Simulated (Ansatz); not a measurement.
A run of Ansatz 0.2.0:

The input input.yaml:

```yaml
crystal:
  lattice:
    - [0.0, 3.06065, 3.06065]
    - [3.06065, 0.0, 3.06065]
    - [3.06065, 3.06065, 0.0]
  atoms:
    - { symbol: Pb, position: [0.0, 0.0, 0.0] }
    - { symbol: Se, position: [0.5, 0.5, 0.5] }
kpoints:
  mp_grid: { grid: [8, 8, 8] }
scf:
  occupations: { method: gaussian, width: 0.1 }
hamiltonian:
  xc: pbe
  pseudopotentials: { kind: all_electron, lapw: { basis_error: 0.001 } }
output:
  forces: true
  stress: true
  eigenvalues: true
```

Potentials or basis: all-electron LAPW, scalar-relativistic.

Launch:

```bash
$ ansatz run input.yaml --threads 1 --pin off --max-ram 3072MiB --backend cpu --events-out ev --progress --plain --runs-dir out
```

Hardware: 1 thread of AMD EPYC 9R45 96-Core Processor (Zen 5), on a shared host.

Problem. Estimate the wall time of this run.

Solution. It took 4.2 s on 1 thread of AMD EPYC 9R45 96-Core Processor (Zen 5), with other jobs on the host, peak memory 0.35 GiB. Counts: scf iterations 7, plane waves 331, k points 29, bands 36.
